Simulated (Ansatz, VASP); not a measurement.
## CuO: VASP beside Ansatz

```
Cu O
1.0
     0.00000    2.27974    2.27974
     2.27974    0.00000    2.27974
     2.27974    2.27974    0.00000
Cu O
1 1
Direct
  0.00000 0.00000 0.00000
  0.25000 0.25000 0.25000
```

Change from the starting cell: volume scaled by 0.94.

Alike in both runs: task single point; functional PBE; k mesh 10 × 10 × 10; occupations fermi-dirac, width 0.05 eV; no spin polarisation.

|  | VASP | Ansatz |
| --- | --- | --- |
| version | VASP 6.6.1 | Ansatz 0.2.0 |
| potentials or method | VASP PAW PBE potentials, release 64 (Cu, O) | Ansatz PAW |
| plane-wave cutoff (eV) | 520 | 420 |
| valence electrons in the cell | 17 | 25 |

Ansatz gave:

| Quantity | Value |
| --- | --- |
| gap on the k mesh at the Fermi level (eV) | none |
| pressure (GPa) | -3.0 |

Question: What did VASP give for the same quantities?

Answer: gap on the k mesh at the Fermi level (eV): none; pressure (GPa): -2.4.

A gap of «none» marks a metal or a gap that the smearing closes. The two sets of potentials don't hold the same shells in valence.

Caveats: an odd number of electrons without spin polarisation forces a metal; a magnetic or distorted state may lie lower; the run has no spin polarisation, though such a crystal can be magnetic; semilocal functionals often make such compounds metallic where correlation or magnetic order opens a gap, which also shifts bond lengths; the pressure holds a Pulay correction of +0.6 GPa for the finite cutoff (Ansatz).
